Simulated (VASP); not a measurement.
A run of VASP 6.6.1 is set up as follows.

File INCAR:

```
SYSTEM = H3C3NO2
ALGO = Normal ; EDIFF = 1E-6
ENCUT = 520 ; GGA = PE
ISIF = 2 ; ISMEAR = -1
LASPH = .True. ; LCHARG = .False.
LREAL = Auto ; LWAVE = .False.
NBANDS = 67 ; NELM = 100
PREC = Accurate ; SIGMA = 0.02
```

KPOINTS

```
k-points
0
Gamma
  1 1 1
  0 0 0
```

POSCAR

```
H3C3NO2
1.0
    7.4476350000      0.0000000000      0.0000000000
    0.0000000000      7.4476350000      0.0000000000
    0.0000000000      0.0000000000      7.4476350000
C N H O
9 3 9 6
Direct
    0.9223733440      0.8468862934      0.4343526502
    0.8192802145      0.9006348995      0.5875422198
    0.3770727217      0.4103316019      0.3650286299
    0.2073544152      0.4515661683      0.4626703645
    0.3624640574      0.7497816421      0.7888678755
    0.2587935633      0.7576096304      0.9562901512
    0.4693436238      0.9072007422      0.3199136370
    0.6437614088      0.2531004809      0.8727065706
    0.1489868932      0.1830245440      0.8779699864
    0.7293321974      0.9179289801      0.7120649710
    0.0860810177      0.4662553952      0.5565525163
    0.1802585653      0.7630207442      1.0958378062
    1.0506691050      0.9246425207      0.4301902550
    0.9702408886      0.7139581894      0.4537816367
    0.8462417935      0.8512903761      0.3121662112
    0.4376288580      0.5464956325      0.3406047692
    0.4641876247      0.3295408542      0.4452017318
    0.3586239122      0.3293663022      0.2456081696
    0.4851338714      0.8329624102      0.7929094270
    0.4163066531      0.6093343726      0.7665117853
    0.2951138180      0.8042687377      0.6607063853
    0.5681400874      0.8208511830      0.2316708593
    0.3776903675      1.0020496439      0.4111372268
    0.6409014405      0.3314877810      0.7384089043
    0.6503541057      0.1804868257      1.0110592154
    0.0622076673      0.2378875979      0.9930400725
    0.2465212111      0.1173526898      0.7733595967
```

Potentials or basis: VASP PAW PBE potentials, release 64 (C, N, H, O).

Command:

```bash
$ cat potpaw_PBE.64/C/POTCAR potpaw_PBE.64/N/POTCAR potpaw_PBE.64/H/POTCAR potpaw_PBE.64/O/POTCAR > POTCAR
$ mpirun -np 1 vasp_gam > vasp.out
```

Task: What does it give for the pressure?

Result: 1.4 GPa.

Task: Estimate the largest force.

Result: 3.541 eV/Å.

Task: What does it give for the band gap on the k mesh?

Result: 5.88 eV, direct.

Stress tensor (GPa, compression positive):
```
 1.34 -0.20 -0.02
-0.20  1.10 -0.39
-0.02 -0.39  1.64
```

Caveat: the standard files for N, O and F lose accuracy on very short bonds. PBE gaps usually lie below the measured ones, often by a third to a half.
